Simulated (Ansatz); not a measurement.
# TlBr: the cost of one run

Program: Ansatz 0.2.0. Level of theory: DFT PBE+D3(BJ), scalar-relativistic, plane waves, PAW. These are calculated values, not measurements.

1 further run of the same task is left out (set aside as unsound or not needed).

## (1) The structure to begin with

The structure is cubic, space group Pm-3m (No. 221). The conventional cell has a = 3.980 Å, b = 3.980 Å, c = 3.980 Å, α = 90.00°, β = 90.00°, γ = 90.00°. Around Tl (site symmetry m-3m) lie 8 Br at 3.45 Å. Br (site symmetry m-3m) is surrounded by 8 Tl at 3.45 Å.

As a file:

```
Tl Br
1.0
     3.98000    0.00000    0.00000
     0.00000    3.98000    0.00000
     0.00000    0.00000    3.98000
Tl Br
1 1
Direct
  0.00000 0.00000 0.00000
  0.50000 0.50000 0.50000
```

It is the result of an earlier relaxation at this level (volume 31.52 Å³/atom; gap on the mesh: 1.86 eV).

## (2) Static run: bands, density of states and charges

Contents of input.yaml:

```yaml
crystal:
  lattice:
    - [3.98, 0.0, 0.0]
    - [0.0, 3.98, 0.0]
    - [0.0, 0.0, 3.98]
  atoms:
    - { symbol: Tl, position: [0.0, 0.0, 0.0] }
    - { symbol: Br, position: [0.5, 0.5, 0.5] }
basis:
  ecutwfc: 420
kpoints:
  mp_grid: { grid: [8, 8, 8] }
  band_path:
    path:
      - [[0.0, 0.0, 0.0], [0.0, 0.5, 0.0], [0.5, 0.5, 0.0], [0.0, 0.0, 0.0], [0.5, 0.5, 0.5], [0.0, 0.5, 0.0]]
      - [[0.5, 0.5, 0.5], [0.5, 0.5, 0.0]]
    npoints: 14
hamiltonian:
  xc: pbe
  dispersion: d3bj
scf:
  occupations: { method: gaussian, width: 0.02 }
  n_extra_bands: 6
output:
  forces: true
  stress: true
  eigenvalues: true
  populations: true
  dos: { projected: true, de: 0.02, nscf_kmesh: { grid: [12, 12, 12] } }
  bader: true
  write_density: true
  write_potential: true
  elf: true
  volumetric_format: npy
```

Started as:

```sh
$ ansatz run input.yaml --threads 1 --pin off --max-ram 2560MiB --backend cpu --events-out ev --progress --plain --runs-dir out
```

What time and memory should one allow on 1 thread of an Arm CPU, shared host?

About 14 s, with a peak of 0.31 GiB.
